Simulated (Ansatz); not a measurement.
**Molecular dynamics of HC₁₆, charge +1**

Input file:

```yaml
accuracy: low
crystal:
  lattice:
    - [0.0, 3.57, 3.57]
    - [3.57, 0.0, 3.57]
    - [3.57, 3.57, 0.0]
  atoms:
    - { symbol: C, position: [0.00209738, 0.05883002, -0.05624459] }
    - { symbol: C, position: [0.12465695, 0.12532527, 0.11500083] }
    - { symbol: C, position: [-0.02271971, 0.01259889, 0.50255127] }
    - { symbol: C, position: [0.14085561, 0.1405223, 0.59628347] }
    - { symbol: C, position: [-0.00734807, 0.51034081, -0.01141359] }
    - { symbol: C, position: [0.13313988, 0.60014398, 0.14763322] }
    - { symbol: C, position: [0.0010154, 0.50166298, 0.51530422] }
    - { symbol: C, position: [0.12602026, 0.63766785, 0.62041682] }
    - { symbol: C, position: [0.49634137, 0.00523802, -0.01480968] }
    - { symbol: C, position: [0.61278787, 0.16951116, 0.08970031] }
    - { symbol: C, position: [0.517724, 0.0017566, 0.48212336] }
    - { symbol: C, position: [0.60609252, 0.12616507, 0.61612595] }
    - { symbol: C, position: [0.48353382, 0.51487674, -0.00089702] }
    - { symbol: C, position: [0.61466026, 0.62643348, 0.13772236] }
    - { symbol: C, position: [0.50504324, 0.49563261, 0.49398149] }
    - { symbol: C, position: [0.64692076, 0.61034449, 0.60918755] }
    - { symbol: H, position: [-0.12356681, 0.86671302, 1.10244068] }
total_charge: 1
basis:
  ecutwfc: 420.0
kpoints:
  mp_grid: { grid: [2, 2, 2] }
hamiltonian:
  xc: pbe
  dispersion: d3bj
scf:
  occupations: { method: fermi_dirac, width: 0.05 }
  lower_state_search: "off"
md:
  timestep: 0.5
  n_steps: 300
  ensemble: nvt_langevin
  temperature: 1680.0
  initial_velocities: maxwell_boltzmann
  seed: 310289
  friction: 0.005
```

Run as:

```bash
$ ansatz run input.yaml --threads 1 --pin off --max-ram 3072MiB --backend cpu --events-out ev --progress --plain --runs-dir out
```

It goes on from the last frame of an earlier run, with new velocities.

Output, in part (step lines):

```
md step     0: t =     0.00 fs  T =  1581.2 K  F+E_penalty+E_count = -4038.81668449 eV  E_kin = 3.474509 eV  (8 SCF iters)
[... lines left out ...]
```

The steps, from the saved trajectory:

```csv
time (fs),T (K),potential energy less start (eV)
0.0,1581,0.000
5.0,1223,0.614
10.0,1207,0.886
15.0,1629,0.161
20.0,1132,1.082
25.0,1177,0.760
30.0,1268,0.070
35.0,1123,0.196
40.0,1409,-0.030
45.0,1560,0.097
50.0,958,1.501
55.0,1367,1.027
60.0,1748,0.306
65.0,1384,0.974
70.0,1332,1.071
75.0,1435,0.733
80.0,1465,1.088
85.0,1552,1.238
90.0,1611,1.434
95.0,1525,1.699
100.0,1767,1.500
105.0,1550,1.596
110.0,2062,0.473
115.0,1652,1.214
120.0,1261,1.744
125.0,1703,0.830
130.0,1430,1.253
135.0,1494,1.427
140.0,1731,0.627
145.0,1551,1.167
150.0,1258,1.772
```

The run went to its last step. A run of 0.15 ps of so small a system gives no equilibrium averages. Limits of this set-up: coarse k mesh, low accuracy level, charged cell in a uniform background, uncorrected.

Mean squared displacements from the first frame to the last, about the centre of mass: C 0.03 Å², H 18.46 Å².

Last frame:

```xyz
17
Lattice="0.0000 3.5700 3.5700 3.5700 0.0000 3.5700 3.5700 3.5700 0.0000" Properties=species:S:1:pos:R:3
C 0.162 0.052 0.006
C 1.171 0.923 1.037
C 1.857 1.850 0.066
C 2.947 2.744 0.941
C 2.000 0.091 1.912
C 2.776 1.001 2.743
C 3.743 1.890 1.732
C 4.590 2.659 2.755
C 0.408 1.723 1.979
C 1.206 2.721 2.726
C 2.083 3.622 1.973
C 2.931 4.549 2.756
C 2.076 1.858 3.732
C 2.973 2.697 4.710
C 3.780 3.537 3.742
C 4.650 4.401 4.574
H 5.369 6.965 0.843
```

Time of the run: 5.7 min on 1 thread of Arm Neoverse V2 (shared host), peak memory 0.34 GiB.
